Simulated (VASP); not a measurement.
Input of a VASP 6.6.1 run:

File INCAR:

```
SYSTEM = TePb
ALGO = Normal
EDIFF = 1E-6
EDIFFG = -0.01
ENCUT = 600
IBRION = 2
ISIF = 3
ISMEAR = 0
LASPH = .TRUE.
LCHARG = .FALSE.
LMIXTAU = .TRUE.
LREAL = .FALSE.
LWAVE = .FALSE.
METAGGA = R2SCAN
NELM = 80
NSW = 90
PREC = Accurate
SIGMA = 0.03
```

KPOINTS

```
k-points
0
G
  10 10 10
  0 0 0
```

POSCAR

```
TePb
1.0
    0.0000000000      3.2310000000      3.2310000000
    3.2310000000      0.0000000000      3.2310000000
    3.2310000000      3.2310000000      0.0000000000
Te Pb
1 1
Direct
    0.5000000000      0.5000000000      0.5000000000
    0.0000000000      0.0000000000      0.0000000000
```

Potentials or basis: VASP PAW PBE potentials, release 64 (Te, Pb_d).

Command:

```bash
$ cat potpaw_PBE.64/Te/POTCAR potpaw_PBE.64/Pb_d/POTCAR > POTCAR
$ mpirun -np 1 vasp_std > vasp.out
```

**Question.** What does it give for the band gap on the k mesh?

**Answer.** 1.09 eV, direct.

**Question.** Predict the relaxed cell.

**Answer.** a = 4.621 Å, b = 4.621 Å, c = 4.621 Å, α = 60.00°, β = 60.00°, γ = 60.00°.

**Question.** What does it give for the relaxed volume?

**Answer.** 34.88 Å³/atom.

**Question.** Predict the space group after relaxing (to 0.05 Å).

**Answer.** Fm-3m (No. 225).

Final structure:
```yaml
crystal:
  lattice:
    - [0.00000, 3.26745, 3.26745]
    - [3.26745, 0.00000, 3.26745]
    - [3.26745, 3.26745, 0.00000]
  atoms:
    - { symbol: Te, position: [0.50000, 0.50000, 0.50000] }
    - { symbol: Pb, position: [0.00000, 0.00000, 0.00000] }
```

Caveat: the PAW data sets were made with another functional, which shifts forces and pressure a little; spin-orbit coupling is left out, which as a rule narrows the gap of such compounds by several tenths of an eV. Zero-point motion and thermal expansion aren't in these numbers.
